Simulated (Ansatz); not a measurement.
KF (Carobbiite):

```
K F
1.0
     0.00000    2.67185    2.67185
     2.67185    0.00000    2.67185
     2.67185    2.67185    0.00000
K F
1 1
Direct
  0.00000 0.00000 0.00000
  0.50000 0.50000 0.50000
```

Base run:

| Quantity | Value |
| --- | --- |
| Program | Ansatz 0.2.0 |
| Functional | PBE |
| Potentials or basis | all-electron PAW datasets made for the crystal |
| Cutoff | 280 eV (chosen from the basis error) |
| k mesh | 6 × 6 × 6 |
| Occupations | fermi-dirac, width 0.05 eV |
| Spin | no spin polarisation |

Its results: band gap on the k mesh 6.18 eV, direct; pressure 1.4 GPa.

Task: The run is repeated on the same cell with these changes: functional from PBE to HSE06; cutoff from 280 eV (chosen from the basis error) to 310 eV (chosen from the basis error). What comes out?

Result: Band gap on the k mesh 8.18 eV, direct; pressure 0.5 GPa.

HSE06 gives the wider gap, since exact exchange removes part of the self-interaction.

